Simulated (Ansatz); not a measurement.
Crystal: NaF (Villiaumite).

```
Na F
1.0
     0.00000    2.32000    2.32000
     2.32000    0.00000    2.32000
     2.32000    2.32000    0.00000
Na F
1 1
Direct
  0.00000 0.00000 0.00000
  0.50000 0.50000 0.50000
```

Base run:

- Program: Ansatz 0.2.0
- Functional: HSE06
- Potentials or basis: all-electron PAW datasets made for the crystal
- Cutoff: 310 eV (chosen from the basis error)
- k mesh: 8 × 8 × 8
- Occupations: fermi-dirac, width 0.05 eV
- Spin: no spin polarisation

Its results: band gap on the k mesh 8.45 eV, direct; pressure -0.1 GPa.

Problem. The run is repeated on the same cell with these changes: functional from HSE06 to PBEsol; cutoff from 310 eV (chosen from the basis error) to 280 eV (chosen from the basis error). What comes out?

Solution. Band gap on the k mesh 6.15 eV, direct; pressure -0.3 GPa.

HSE06 gives the wider gap, since exact exchange removes part of the self-interaction.

